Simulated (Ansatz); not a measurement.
A relaxed cell of Ga is given with its symmetry left out. The cell was found from a structure generator's guess, not taken from experiment.

These are results of DFT PBE, scalar-relativistic, plane waves, PAW (Ansatz 0.2.0), not measurements. Cutoff 420 eV, Γ-centred mesh, Gaussian smearing, no spin polarisation.

```
Ga
1.0
     4.36532    0.00000    0.00000
     0.00000    4.36532    0.00000
     0.00000    0.00000    4.36532
Ga
4
Cartesian
  3.8197 0.5457 2.7283
  1.6370 1.6370 1.6370
  0.5457 2.7283 3.8197
  2.7283 3.8197 0.5457
```

Energies count from the standard state of Ga at the same level.

Question: Find its symmetry and describe it.

Answer: P4_132 (No. 213). Conventional cell: a = 4.365 Å. Ga is surrounded by 6 Ga at 2.67 Å.

Question: How far does it lie from the standard state of Ga?

Answer: +0.10 eV/atom. It lies above the standard state, so it could only be metastable.

Question: Is it a metal?

Answer: Yes, bands cross the Fermi level on the 10×10×10 mesh.

Question: From what recipe could a structure generator have reached it?

Answer: One such recipe: 6-connected net of one element (P4_132, No. 213). Other recipes can lead to the same cell.

The last run used a 10×10×10 mesh for its 4-atom cell and Gaussian smearing of 0.10 eV. Symmetry constrained the relaxation, so the result can be a saddle point.
